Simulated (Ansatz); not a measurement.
## Te2Mo under changes of volume

One of the cells (133.495 Å³/atom); the others are scaled copies at fixed shape and fractional positions:

```
Te Mo
1.0
     6.36161    0.00000    0.00000
     0.00000    3.48040    0.00000
    -0.08574    0.00000   36.17589
Te Mo
4 2
Cartesian
  2.6844 2.6103 19.5604
  3.5915 0.8701 16.6155
  5.8104 0.8701 20.1329
  0.4655 2.6103 16.0430
  1.1110 0.8701 17.9963
  5.1649 2.6103 18.1796
```

| Quantity | Value |
| --- | --- |
| Program | Ansatz 0.2.0 |
| Functional | PBEsol |
| Potentials or basis | all-electron LAPW, scalar-relativistic |
| Cutoff | 266 eV (chosen from the basis error) |
| Basis error allowed | 0.001 eV/atom |
| k mesh | 4 × 8 × 1 |
| Occupations | fermi-dirac, width 0.05 eV |
| Spin | no spin polarisation |

| volume (Å³/atom) | energy over the lowest point (meV/atom) | largest force (eV/Å) |
| --- | --- | --- |
| 125.485 | ? | ? |
| 128.155 | 0.35 | 0.487 |
| 130.825 | 0.00 | 0.128 |
| 133.495 | 6.08 | 0.248 |
| 136.165 | 17.91 | 0.508 |
| 138.835 | 34.85 | 0.789 |
| 141.505 | 56.35 | 1.048 |

Problem. What does the run at 125.485 Å³/atom give?

Solution. Energy over the lowest point 7.90 meV/atom; largest force 0.878 eV/Å.

Worked out: A Birch-Murnaghan fit of order 3 (a polynomial in V^(-2/3)) to the other rows has its minimum at 129.62 Å³/atom with B0 = V·E''(V) = 19.7 GPa and B' = 4.6 at fixed shape and positions, which overstates the stiffness. It gives 7.93 meV/atom at 125.485 Å³/atom, against the run's 7.90.

Energies are extrapolated to zero smearing.
